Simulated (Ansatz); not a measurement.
# Li2Se: Li vacancy

These are results of DFT PBE, scalar-relativistic, plane waves, PAW in Ansatz, not measurements. Settings: 420 eV cutoff, 2×2×2 k-mesh, shifted by half a step, Gaussian smearing of 0.01 eV, collinear spin.

Host crystal, relaxed:

```
Li Se
1.0
     0.00000    3.00306    3.00306
     3.00306    0.00000    3.00306
     3.00306    3.00306    0.00000
Li Se
2 1
Direct
  0.75000 0.75000 0.75000
  0.25000 0.25000 0.25000
  0.00000 0.00000 0.00000
```

Supercell of 48 atoms, rows in host cell vectors: 1 1 -3; -3 1 1; 1 1 1. Atoms relax at the host's cell, keeping the symmetry that the supercell leaves at the site. The cell is small, so energies carry finite-size errors of tenths of an eV. The host's Kohn–Sham gap is 2.98 eV.

Starting moments were lost in some runs.

Defect: Li vacancy, charge 0.

Command:

```bash
ansatz run input.yaml --threads 4 --pin off --max-ram 6144MiB --backend cpu --events-out ev --progress --plain --runs-dir out
```

The input:

```yaml
crystal:
  lattice:
    - [-6.0061205977, -6.0061205977, 6.0061205977]
    - [6.0061205977, -6.0061205977, -6.0061205977]
    - [6.0061205977, 6.0061205977, 6.0061205977]
  atoms:
    - { symbol: Li, position: [0.0, 0.75, 0.0] }
    - { symbol: Li, position: [0.5, 0.5, 0.75] }
    - { symbol: Li, position: [0.25, 0.5, 0.0] }
    - { symbol: Li, position: [0.0, 0.5, 0.25] }
    - { symbol: Li, position: [0.75, 0.75, 0.25] }
    - { symbol: Li, position: [0.5, 0.75, 0.5] }
    - { symbol: Li, position: [0.0, 0.0, 0.75] }
    - { symbol: Li, position: [0.75, 0.25, 0.75] }
    - { symbol: Li, position: [0.5, 0.25, 0.0] }
    - { symbol: Li, position: [0.25, 0.25, 0.25] }
    - { symbol: Li, position: [0.0, 0.25, 0.5] }
    - { symbol: Li, position: [0.75, 0.5, 0.5] }
    - { symbol: Li, position: [0.75, 0.0, 0.0] }
    - { symbol: Li, position: [0.5, 0.0, 0.25] }
    - { symbol: Li, position: [0.25, 0.0, 0.5] }
    - { symbol: Li, position: [0.25, 0.75, 0.25] }
    - { symbol: Li, position: [0.0, 0.75, 0.5], spin: 0.1 }
    - { symbol: Li, position: [0.5, 0.5, 0.25] }
    - { symbol: Li, position: [0.25, 0.5, 0.5], spin: 0.1 }
    - { symbol: Li, position: [0.0, 0.5, 0.75], spin: 0.1 }
    - { symbol: Li, position: [0.75, 0.75, 0.75] }
    - { symbol: Li, position: [0.5, 0.75, 0.0], spin: 0.1 }
    - { symbol: Li, position: [0.0, 0.0, 0.25] }
    - { symbol: Li, position: [0.75, 0.25, 0.25] }
    - { symbol: Li, position: [0.5, 0.25, 0.5] }
    - { symbol: Li, position: [0.25, 0.25, 0.75] }
    - { symbol: Li, position: [0.0, 0.25, 0.0] }
    - { symbol: Li, position: [0.75, 0.5, 0.0] }
    - { symbol: Li, position: [0.75, 0.0, 0.5] }
    - { symbol: Li, position: [0.5, 0.0, 0.75], spin: 0.1 }
    - { symbol: Li, position: [0.25, 0.0, 0.0], spin: 0.1 }
    - { symbol: Se, position: [0.0, 0.5, 0.5], spin: 0.1 }
    - { symbol: Se, position: [0.75, 0.5, 0.75] }
    - { symbol: Se, position: [0.25, 0.25, 0.5] }
    - { symbol: Se, position: [0.0, 0.25, 0.75] }
    - { symbol: Se, position: [0.75, 0.25, 0.0] }
    - { symbol: Se, position: [0.5, 0.5, 0.0] }
    - { symbol: Se, position: [0.25, 0.5, 0.25] }
    - { symbol: Se, position: [0.75, 0.75, 0.5] }
    - { symbol: Se, position: [0.5, 0.0, 0.5] }
    - { symbol: Se, position: [0.25, 0.0, 0.75], spin: 0.1 }
    - { symbol: Se, position: [0.0, 0.0, 0.0] }
    - { symbol: Se, position: [0.75, 0.0, 0.25] }
    - { symbol: Se, position: [0.5, 0.25, 0.25] }
    - { symbol: Se, position: [0.5, 0.75, 0.75], spin: 0.1 }
    - { symbol: Se, position: [0.25, 0.75, 0.0], spin: 0.1 }
    - { symbol: Se, position: [0.0, 0.75, 0.25] }
  host:
    lattice:
      - [0.0, 3.0030602988, 3.0030602988]
      - [3.0030602988, 0.0, 3.0030602988]
      - [3.0030602988, 3.0030602988, 0.0]
    atoms:
      - { symbol: Li, position: [0.75, 0.75, 0.75] }
      - { symbol: Li, position: [0.25, 0.25, 0.25] }
      - { symbol: Se, position: [0.0, 0.0, 0.0] }
basis:
  ecutwfc: 420
  xc_grid: 2
kpoints:
  mp_grid: { grid: [2, 2, 2], shift: [0.5, 0.5, 0.5] }
hamiltonian:
  xc: pbe
scf:
  occupations: { method: gaussian, width: 0.01 }
output:
  forces: true
  stress: false
  eigenvalues: true
  populations: true
  charged_corrections:
    defect_position: [0.25, 0.75, 0.75]
    epsilon: [[8.208, 0.0, 0.0], [0.0, 8.208, 0.0], [0.0, 0.0, 8.208]]
  write_density: true
  write_potential: true
  elf: true
  volumetric_format: npy
magnetization:
  spin_polarized: true
relax:
  adjacent_minimum: "off"
  f_tol: 0.025
  max_steps: 45
```

From the output:

```
Warning: RAYON_NUM_THREADS=4 ignored (pool sized by the plan → 4); use --threads N
Crystal: 47 atoms, lattice volume = 866.647 Å³
Basis set: ecut = 420 eV, 16949 PW (Γ), exchange–correlation on 144×144×144 points (8 copies of the dense FFT grid, shifted against one another)
Bands: 222, of which v1, the nominal top of the filled ones, is band 175 counted from 1 (174 counted from 0)
Symmetry: 24 space group operations
Space group: I-43m (ITA 217), of the structure as read, at distance tolerance 9.5e-5 Å
k-points: 2 of 8 (time reversal used)
relax step   1: F+E_penalty+E_count = -93908.33131496 eV  Δ(F+E_penalty+E_count) = +0.000e0 eV  max|allowed force component| = 2.104e-1 eV/Å  Δτ_max = 0.0000 Å
relax step   2: F+E_penalty+E_count = -93908.45357741 eV  Δ(F+E_penalty+E_count) = -1.223e-1 eV  max|allowed force component| = 6.196e-2 eV/Å  Δτ_max = 0.1510 Å
relax step   3: F+E_penalty+E_count = -93908.46532676 eV  Δ(F+E_penalty+E_count) = -1.175e-2 eV  max|allowed force component| = 1.910e-2 eV/Å  Δτ_max = 0.0464 Å
SCF converged after 7 iterations
Free energy (F): -93908.465327 eV
E sigma→0 (E₀):  -93908.464002 eV
Fermi energy:    3.105777 eV
```

The relaxation gained 0.13 eV in 3 steps. The run took 2.9 min on 4 threads of Arm Neoverse V2 (shared host), peak memory 3.5 GiB.